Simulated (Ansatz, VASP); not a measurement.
# One calculation of Re, two programs

```
Re
1.0
     0.00000    2.74955    2.74955
     2.74955    0.00000    2.74955
     2.74955    2.74955    0.00000
Re
2
Direct
  0.87500 0.87500 0.87500
  0.12500 0.12500 0.12500
```

Change from the starting cell: volume scaled by 0.95, LAPW.

Alike in both runs: task single point; functional PBEsol; k mesh 12 × 12 × 12; occupations fermi-dirac, width 0.05 eV; no spin polarisation.

```csv
,VASP,Ansatz
version,VASP 6.6.1,Ansatz 0.2.0
potentials or method,"VASP PAW PBE potentials, release 64 (Re), cutoff 520 eV","all-electron LAPW, scalar-relativistic"
```

```tsv
	VASP	Ansatz	Ansatz less VASP
pressure (GPa)	8.7	10.9	+2.17
```

Ansatz ran all-electron here, so the differences hold the error of VASP's frozen core and of both bases.

Caveats: the PAW data sets were made with another functional, which shifts forces and pressure a little (VASP). The runs have no spin-orbit coupling, so splittings on Re are missing.
